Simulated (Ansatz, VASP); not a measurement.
One calculation of CdS, two programs

```
Cd S
1.0
     3.80628    0.00000    0.00000
     0.00000    5.38120    0.00000
     0.00000    0.00000    3.80595
Cd S
2 2
Cartesian
  1.9031 2.6906 0.9249
  0.0000 0.0000 2.8810
  1.9031 0.0000 0.9711
  0.0000 2.6906 2.8348
```

Alike in both runs: task single point; functional r2SCAN; k mesh 10 × 8 × 10; occupations gaussian, width 0.05 eV; no spin polarisation.

|  | VASP | Ansatz |
| --- | --- | --- |
| version | VASP 6.6.1 | Ansatz 0.2.0 |
| potentials or method | VASP PAW PBE potentials, release 64 (Cd, S) | scalar-relativistic, plane waves, PAW |
| plane-wave cutoff (eV) | 520 | 500 |
| valence electrons in the cell | 36 | 52 |

```tsv
	VASP	Ansatz	Ansatz less VASP
gap on the k mesh at the Fermi level (eV)	0.73	0.75	+0.019
least direct gap on the mesh (eV)	1.59	1.63	+0.039
pressure (GPa)	4.1	3.6	-0.57
rms of the force components (eV/Å)	0.014	0.015	+0.0009
```

Atom by atom the forces differ by 0.001 eV/Å (rms over components). With one functional, cell and mesh, what is left measures potentials, basis and numerics. The two sets of potentials don't hold the same shells in valence.

Caveats: the PAW data sets were made with another functional, which shifts forces and pressure a little (VASP). A k mesh can miss the band edges.
